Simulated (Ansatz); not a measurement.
Stress against strain in InSb

```
CELL_PARAMETERS angstrom
5.35700 0.00000 0.00000
0.00000 5.71200 0.00000
0.00000 0.00000 3.06300
ATOMIC_POSITIONS crystal
In 0.00000 0.00000 0.00000
In 0.50000 0.50000 0.00000
Sb 0.50000 0.00000 0.83500
Sb 0.00000 0.50000 0.16500
```

Atoms are numbered in the order listed.

The geometry is COD entry 1525500, unchecked; take it as a test cell.

No spin–orbit coupling, which matters for the heavy atoms here.

Method: DFT, LDA, all-electron LAPW, scalar-relativistic in Ansatz 0.2.0.

The runs use a Γ-centred 6×6×11 k mesh, Fermi–Dirac smearing of 0.08 eV, basis error target 1 meV/atom, no spin polarisation.

The strain is applied along the Cartesian axes of the cell as listed (the other components stay zero). Fractional coordinates are held (clamped ions).

σ is the change of stress from the unstrained cell, which is at 11.57 GPa; tension is positive, so slopes are stress–strain coefficients at that pressure. In a metal the k mesh adds noise.

Only quantities that a quadratic follows smoothly over the whole series are listed; rougher ones are left out.

```tsv
εxx = εyy	σzz (GPa)	σxx (GPa)
-0.0300	-4.08	-13.19
-0.0200	-2.52	-8.43
-0.0100	-1.12	-4.06
0.0000	0.00	0.00
0.0100	0.89	3.74
0.0300	2.20	10.21
```

Fit the series and read off the stiffness at zero strain.

Least-squares fits y = p0 + p1 x + p2 x² to the rows give σzz (GPa): p1 = 104, p2 = -1000; σxx (GPa): p1 = 390, p2 = -1700. So C13 + C23 = 104 GPa and C11 + C12 = 390 GPa, for these axes.

One run, at εxx = εyy = 0.0200, is withheld. Predict its row.

The fits give 1.66, 7.14; the run gave 1.64, 7.11.
